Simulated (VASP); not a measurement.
# CdS (Fm-3m) in VASP: a series of runs

Aim: see how the results for CdS move with the level of theory and the settings. Levels: BLYP+D3(BJ), PBE. Tasks: single point.

Everything below comes from runs of VASP 6.6.1. Logs are shortened: lines on timing, memory, paths and dates and some standing lists are left out, and cuts for length are marked.

## Step 1: The undisturbed crystal

The structure is cubic, space group Fm-3m (No. 225). The conventional cell has a = 5.506 Å, b = 5.506 Å, c = 5.506 Å, α = 90.00°, β = 90.00°, γ = 90.00°. Cd (site symmetry m-3m) is surrounded by 6 S at 2.75 Å. Around S (site symmetry m-3m) lie 6 Cd at 2.75 Å.

Measurements of this composition are mostly on another form, of space group No. 186.

## Step 2: Single point, BLYP+D3(BJ) (atoms moved at random, drawn with an rms of 0.15 Å)

The input, INCAR:

```
SYSTEM = CdS
PREC     = Accurate       ! precision mode
ENCUT    = 520            ! plane-wave cutoff, eV
EDIFF    = 1E-6           ! SCF threshold, eV
ISMEAR   = 0              ! smearing method
SIGMA    = 0.01           ! smearing width, eV
LREAL    = .False.        ! projectors in reciprocal space
LASPH    = .True.         ! aspherical terms in the spheres
NELM     = 100            ! most SCF steps
ALGO     = Normal         ! electronic algorithm
ISIF     = 2              ! what is computed and relaxed
LWAVE    = .False.        ! write WAVECAR
LCHARG   = .False.        ! write CHGCAR
GGA      = B5             ! functional
ALDAX    = 1.0          
AGGAX    = 1.0          
AGGAC    = 1.0          
ALDAC    = 0.0          
IVDW     = 12             ! dispersion correction
VDW_S6   = 1.0          
VDW_S8   = 2.6996       
VDW_A1   = 0.4298       
VDW_A2   = 4.2359       
NBANDS   = 16             ! bands
```

The input, KPOINTS:

```
regular mesh
0
Gamma
  6 6 6
  0 0 0
```

The input, POSCAR:

```
CdS
1.0
    0.0000000000      2.7532440000      2.7532440000
    2.7532440000      0.0000000000      2.7532440000
    2.7532440000      2.7532440000      0.0000000000
Cd S
1 1
Direct
    0.0018128912      0.0026336545     -0.0198132768
    0.5020931088      0.5032343455      0.4789622768
```

Potentials or basis: VASP PAW PBE potentials, release 64 (Cd, S).

Started as:

```console
cat potpaw_PBE.64/Cd/POTCAR potpaw_PBE.64/S/POTCAR > POTCAR
mpirun -np 1 vasp_std > vasp.out
```

OUTCAR:

```text
SYSTEM = CdS
   PREC = Accurate
   ENCUT = 520
   EDIFF = 1E-6
   ISMEAR = 0
   LREAL = .False.
   LASPH = .True.
   NELM = 100
   ISIF = 2
   GGA = B5
   IVDW = 12
 IVDW          = 12

 ion  position               nearest neighbor table
   1  0.002  0.003  0.980-   2 2.75   2 2.75   2 2.75   2 2.75   2 2.76   2 2.76
   2  0.502  0.503  0.479-   1 2.75   1 2.75   1 2.75   1 2.75   1 2.76   1 2.76

  LATTYP: Found a face centered cubic cell.
 ALAT       =     5.5064880000

  Lattice vectors:

 A1 = (   0.0000000000,   2.7532440000,   2.7532440000)
 A2 = (   2.7532440000,   0.0000000000,   2.7532440000)
 A3 = (   2.7532440000,   2.7532440000,   0.0000000000)

Analysis of symmetry for initial positions (statically):
=====================================================================
 Subroutine PRICEL returns:
 Original cell was already a primitive cell.

 Routine SETGRP: Setting up the symmetry group for a
 face centered cubic supercell.

 Subroutine GETGRP returns: Found  1 space group operations
 (whereof  1 operations were pure point group operations)
 out of a pool of 48 trial point group operations.

The static configuration has the point symmetry C_1 .

Analysis of symmetry for dynamics (positions and initial velocities):
=====================================================================
 Subroutine PRICEL returns:
 Original cell was already a primitive cell.

 Routine SETGRP: Setting up the symmetry group for a
 face centered cubic supercell.

 Subroutine GETGRP returns: Found  1 space group operations
 (whereof  1 operations were pure point group operations)
 out of a pool of 48 trial point group operations.

The dynamic configuration has the point symmetry C_1 .

 Subroutine INISYM returns: Found  1 space group operations
 (whereof  1 operations are pure point group operations),
 and found     1 'primitive' translations

----------------------------------------------------------------------------------------

                                     Primitive cell

  volume of cell :      41.7411

  direct lattice vectors                    reciprocal lattice vectors
     0.000000000  2.753244000  2.753244000    -0.181603955  0.181603955  0.181603955
     2.753244000  0.000000000  2.753244000     0.181603955 -0.181603955  0.181603955
     2.753244000  2.753244000  0.000000000     0.181603955  0.181603955 -0.181603955

  length of vectors
     3.893675005  3.893675005  3.893675005     0.314547277  0.314547277  0.314547277

  position of ions in fractional coordinates (direct lattice)
[... 82 lines left out ...]
   NSW    =      0    number of steps for IOM
   IBRION =     -1    ionic relax: 0-MD 1-quasi-New 2-CG
   NFREE  =      0    steps in history (QN), initial steepest desc. (CG)
   ISIF   =      2    stress and relaxation
   ISYM   =      2    0-nonsym 1-usesym 2-fastsym
   POTIM  = 0.5000    time-step for ionic-motion
   TEBEG  =    0.0;   TEEND  =   0.0 temperature during run
   PSTRESS=    0.0 pullay stress
   NELECT =      18.0000    total number of electrons
   NUPDOWN=      -1.0000    fix difference up-down
   EMIN   =  10.00;   EMAX   =-10.00  energy-range for DOS
   EFERMI =   0.00;   METHOD = LEGACY
   ISMEAR =     0;   SIGMA  =   0.01  broadening in eV -4-tet -1-fermi 0-gaus
   EFERMI_NEDOS =   21; number of points for ismear=-14 and -15
   IALGO  =     38    algorithm
   IMIX   =      4    mixing-type and parameters
     AMIX     =   0.40;   BMIX     =  1.00
     AMIX_MAG =   1.60;   BMIX_MAG =  1.00
  volume/ion in A,a.u.               =      20.87       140.84
  Fermi-wavevector in a.u.,A,eV,Ry     =   1.236833  2.337275 20.813583  1.529755
  Thomas-Fermi vector in A             =   2.371425
   LORBIT       =      0    0 simple, 1 ext, 2 COOP (PROOUT), +10 PAW based schemes
   GGA     = B5    functional components
   LHFCALC =     F    Hartree Fock is set to
   AEXX    =    0.0000 exact exchange contribution
   IVDW    =    12    specifies the selected vdW correction
   LEPSILON=     F    determine dielectric tensor
   LRPA    =     F    only Hartree local field effects (RPA)
 non-spin polarized calculation
 Gauss-broadening in eV      SIGMA  =   0.01
  energy-cutoff  :      520.00
  volume of cell :       41.74
 maximum number of plane-waves:      1158
 NGX is ok and might be reduce to    30
   NGX = 15   NGY = 15   NGZ = 15

 number of electron      18.0000004 magnetization

 Free energy of the ion-electron system (eV)
  ---------------------------------------------------
  ext. energy  EPLUGINS =         0.00000000
  ---------------------------------------------------
  free energy    TOTEN  =        -4.74686824 eV

  energy without entropy =       -4.74686824  energy(sigma->0) =       -4.74686824

 E-fermi :   3.1903     XC(G=0):  -9.7258

 val. band max:        3.1332654334   @ k =   0.0000   0.0000   0.5000
 cond. band min:       3.3023717962   @ k =   0.0000   0.5000   0.5000
 fundamental gap:      0.1691063629
 Fermi energy:         3.1903463320

 k-point     1 :       0.0000    0.0000    0.0000
  band No.  band energies     occupation
      1      -9.4928      2.00000
      2      -4.5376      2.00000
      3      -4.5376      2.00000
      4      -4.5375      2.00000
      5      -4.5375      2.00000
      6      -4.5375      2.00000
[... 433 lines left out ...]
      3      -4.6029      2.00000
      4      -4.6003      2.00000
      5      -4.4208      2.00000
      6      -4.3854      2.00000
[... 8 lines left out ...]
     15      15.9497      0.00000
     16      16.3824      0.00000

 [... further k-points ...]

------------------------ aborting loop because EDIFF is reached ----------------------------------------

 Edisp (eV)   -1.65973

 E8    (eV) :    -1.1866

  FORCE on cell =-STRESS in cart. coord.  units (eV):
  Direction    XX          YY          ZZ          XY          YZ          ZX
  --------------------------------------------------------------------------------------
  -------------------------------------------------------------------------------------
  Total      -0.51504    -0.51496    -0.51505    -0.00000    -0.00000     0.00001
  in kB     -19.76901   -19.76608   -19.76945    -0.00004    -0.00008     0.00043
  external pressure =      -19.77 kB  Pullay stress =        0.00 kB

 VOLUME and BASIS-vectors are now :
 -----------------------------------------------------------------------------
  energy-cutoff  :      520.00
  volume of cell :       41.74
      direct lattice vectors                 reciprocal lattice vectors
     0.000000000  2.753244000  2.753244000    -0.181603955  0.181603955  0.181603955
     2.753244000  0.000000000  2.753244000     0.181603955 -0.181603955  0.181603955
     2.753244000  2.753244000  0.000000000     0.181603955  0.181603955 -0.181603955

 POSITION                                       TOTAL-FORCE (eV/Angst)
 -----------------------------------------------------------------------------------
      2.70594      2.70368      0.01224        -0.002530     -0.003803      0.003375
      2.70423      2.70108      2.76791         0.002530      0.003803     -0.003375
 -----------------------------------------------------------------------------------
    total drift:                                0.000011      0.000052     -0.000296

  FREE ENERGIE OF THE ION-ELECTRON SYSTEM (eV)
  ---------------------------------------------------
  free  energy   TOTEN  =        -6.4066005036 eV

  energy  without entropy=       -6.4066005036  energy(sigma->0) =       -6.40660050
```

OSZICAR:

```text
N       E                     dE             d eps       ncg     rms          rms(c)
DAV:   1     0.112208670318E+03    0.11221E+03   -0.93663E+03  3640   0.106E+03
DAV:   2    -0.149742209403E+01   -0.11371E+03   -0.10583E+03  4408   0.259E+02
DAV:   3    -0.547418631701E+01   -0.39768E+01   -0.39695E+01  4424   0.506E+01
DAV:   4    -0.549376496900E+01   -0.19579E-01   -0.19577E-01  4440   0.354E+00
DAV:   5    -0.549396502040E+01   -0.20005E-03   -0.20005E-03  4488   0.346E-01    0.660E+00
DAV:   6    -0.476841355336E+01    0.72555E+00   -0.12162E+00  4896   0.132E+01    0.570E+00
DAV:   7    -0.474669638415E+01    0.21717E-01   -0.19907E-01  4312   0.312E+00    0.339E+00
DAV:   8    -0.474688108576E+01   -0.18470E-03   -0.18352E-02  4080   0.164E+00    0.323E-01
DAV:   9    -0.474674807411E+01    0.13301E-03   -0.13362E-03  4576   0.502E-01    0.948E-02
DAV:  10    -0.474684429887E+01   -0.96225E-04   -0.22121E-04  4208   0.133E-01    0.579E-02
DAV:  11    -0.474687093372E+01   -0.26635E-04   -0.44135E-05  4304   0.723E-02    0.131E-02
DAV:  12    -0.474686820943E+01    0.27243E-05   -0.88742E-06  4600   0.349E-02    0.737E-03
DAV:  13    -0.474686824446E+01   -0.35028E-07   -0.54025E-07  2440   0.515E-03
   1 F= -.64066005E+01 E0= -.64066005E+01  d E =-.144286E-17
```

stdout:

```text
POSCAR found type information on POSCAR CdS
 POSCAR found :  2 types and       2 ions
 scaLAPACK will be used
 -----------------------------------------------------------------------------
|                                                                             |
|                                                                             |
|     You enforced a specific xc type in the INCAR file but a different       |
|     I HOPE YOU KNOW WHAT YOU ARE DOING!                                     |
|                                                                             |
 -----------------------------------------------------------------------------

 LDA part: xc-table for (Slater(with rela. corr.)+VWN5), standard interpolation
 POSCAR, INCAR and KPOINTS ok, starting setup
 FFT: planning ... GRIDC
 FFT: planning ... GRID_SOFT
 FFT: planning ... GRID
 WAVECAR not read
 entering main loop
```

Wall time 50 s (1 thread of Intel Xeon 6975P-C (Granite Rapids), shared host); peak memory 0.22 GiB.

What came out:

```yaml
Free_energy: -6.4066 eV
Pressure: -2.0 GPa
Largest_force: 0.006 eV/Å
Band_gap_on_the_k_mesh: 0.17 eV, indirect (least direct gap 1.52 eV)
Dispersion_energy_per_atom: -0.830 eV
```

Forces on the atoms (eV/Å):
```
Cd  -0.003 -0.004  0.003
S    0.003  0.004 -0.003
```

Levels at points of the mesh, in eV from the valence-band top:
```csv
k point,band 5,band 6,band 7,band 8,band 9,band 10,band 11,band 12,band 13,band 14
"(0.00, 0.00, 0.00)",-7.67,-7.67,-0.70,-0.70,-0.70,0.82,9.43,9.43,9.43,11.22
"(0.50, 0.00, 0.00)",-7.48,-7.48,-4.73,0.00,0.00,3.74,5.98,5.98,6.50,12.61
"(0.00, 0.50, 0.00)",-7.48,-7.48,-4.73,0.00,0.00,3.74,5.98,5.98,6.50,12.61
"(0.00, 0.00, 0.50)",-7.48,-7.48,-4.73,0.00,0.00,3.74,5.98,5.98,6.50,12.61
"(0.50, 0.50, 0.50)",-7.48,-7.48,-4.73,0.00,0.00,3.74,5.98,5.98,6.50,12.61
"(0.50, 0.50, 0.00)",-7.42,-6.77,-4.00,-2.02,-2.02,0.17,6.39,9.84,11.09,11.09
"(0.00, 0.50, 0.50)",-7.42,-6.77,-4.00,-2.02,-2.02,0.17,6.39,9.84,11.09,11.09
"(0.50, 0.00, 0.50)",-7.42,-6.77,-4.00,-2.02,-2.02,0.17,6.39,9.84,11.09,11.09
```

Caveat: the PAW data sets were made with another functional, which shifts forces and pressure a little.

## Step 3: Single point, PBE (volume scaled by 1.04)

The input, INCAR:

```
SYSTEM = CdS
PREC = Accurate
ENCUT = 520
EDIFF = 1E-6
ISMEAR = -1
SIGMA = 0.05
LREAL = .False.
LASPH = .True.
NELM = 100
ALGO = Normal
ISIF = 2
LWAVE = .False.
LCHARG = .False.
GGA = PE
NBANDS = 16
```

The input, KPOINTS:

```
Automatic mesh
0
Gamma
  8 8 8
  0 0 0
```

The input, POSCAR:

```
CdS
1.0
    0.0000000000      2.7894750496      2.7894750496
    2.7894750496      0.0000000000      2.7894750496
    2.7894750496      2.7894750496      0.0000000000
Cd S
1 1
Direct
    0.0000000000      0.0000000000      0.0000000000
    0.5000000000      0.5000000000      0.5000000000
```

Potentials or basis: VASP PAW PBE potentials, release 64 (Cd, S).

Started as:

```console
cat potpaw_PBE.64/Cd/POTCAR potpaw_PBE.64/S/POTCAR > POTCAR
mpirun -np 1 vasp_std > vasp.out
```

Run time: 44 s. Hardware: 1 thread of AMD EPYC, shared host; peak memory 0.14 GiB.

It converged, with:

- Free energy: -5.8626 eV
- Pressure: -2.6 GPa
- Band gap on the k mesh: 0.25 eV, indirect (least direct gap 1.29 eV)

Levels at points of the mesh, in eV from the valence-band top:
```tsv
k point	band 5	band 6	band 7	band 8	band 9	band 10	band 11	band 12	band 13	band 14
(0.00, 0.00, 0.00)	-7.50	-7.50	-0.62	-0.62	-0.62	0.67	9.22	9.22	9.22	11.06
(0.50, 0.00, 0.00)	-7.33	-7.33	-4.56	0.00	0.00	3.56	5.95	5.95	6.34	12.04
(0.50, 0.50, 0.00)	-7.27	-6.70	-3.85	-1.90	-1.90	0.25	6.13	9.48	10.84	10.84
```
